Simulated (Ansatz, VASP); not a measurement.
## SiO2 in VASP and in Ansatz

Contents of INCAR:

```
SYSTEM = SiO2
PREC     = Accurate       ! precision mode
ENCUT    = 520            ! plane-wave cutoff, eV
EDIFF    = 1E-6           ! SCF threshold, eV
ISMEAR   = 0              ! smearing method
SIGMA    = 0.05           ! smearing width, eV
LREAL    = .FALSE.        ! projectors in reciprocal space
LASPH    = .TRUE.         ! aspherical terms in the spheres
NELM     = 80             ! most SCF steps
ALGO     = Normal         ! electronic algorithm
ISIF     = 2              ! what is computed and relaxed
LWAVE    = .FALSE.        ! write WAVECAR
LCHARG   = .TRUE.         ! write CHGCAR
GGA      = CA             ! functional
LELF     = .TRUE.         ! ELF
LVHAR    = .TRUE.       
NBANDS   = 25             ! bands
```

The input KPOINTS:

```
regular mesh
0
G
  6 6 8
  0 0 0
```

POSCAR

```
SiO2
1.0
    4.0305000000      0.0000000000      0.0000000000
    0.0000000000      4.0305000000      0.0000000000
    0.0000000000      0.0000000000      2.5336000000
Si O
2 4
Direct
    0.5000000000      0.5000000000      0.5000000000
    0.0000000000      0.0000000000      0.0000000000
    0.6944252994      0.6944252994      0.0000000000
    0.1944252994      0.8055747006      0.5000000000
    0.3055747006      0.3055747006      0.0000000000
    0.8055747006      0.1944252994      0.5000000000
```

Input for Ansatz:

```yaml
crystal:
  lattice:
    - [4.0305, 0.0, 0.0]
    - [0.0, 4.0305, 0.0]
    - [0.0, 0.0, 2.5336]
  atoms:
    - { symbol: Si, position: [0.5, 0.5, 0.5] }
    - { symbol: Si, position: [0.0, 0.0, 0.0] }
    - { symbol: O, position: [0.6944252994, 0.6944252994, 0.0] }
    - { symbol: O, position: [0.1944252994, 0.8055747006, 0.5] }
    - { symbol: O, position: [0.3055747006, 0.3055747006, 0.0] }
    - { symbol: O, position: [0.8055747006, 0.1944252994, 0.5] }
basis:
  ecutwfc: 520.0
kpoints:
  mp_grid: { grid: [6, 6, 8] }
hamiltonian:
  xc: lda
  pseudopotentials: { kind: paw, azcp: { folder: soft_1 } }
scf:
  occupations: { method: gaussian, width: 0.05 }
output:
  forces: true
  stress: true
  eigenvalues: true
```

Alike in both runs: task single point; functional LDA; k mesh 6 × 6 × 8; occupations gaussian, width 0.05 eV; no spin polarisation.

|  | VASP | Ansatz |
| --- | --- | --- |
| version | VASP 6.6.1 | Ansatz 0.2.0 |
| potentials or method | VASP PAW LDA potentials, release 64 (Si, O) | scalar-relativistic, plane waves, PAW |
| plane-wave cutoff (eV) | 520 | 520 |
| valence electrons in the cell | 32 | 32 |

|  | VASP | Ansatz | Ansatz less VASP |
| --- | --- | --- | --- |
| gap on the k mesh at the Fermi level (eV) | 7.09 | 7.15 | +0.051 |
| least direct gap on the mesh (eV) | 7.09 | 7.15 | +0.051 |
| rms of the force components (eV/Å) | 0.407 | 0.382 | -0.0250 |

Atom by atom the forces differ by 0.025 eV/Å (rms over components). Ansatz warned: «pseudo_functional_mismatch».

 A k mesh can miss the band edges. As with any semilocal functional, this LDA gap is likely too small.
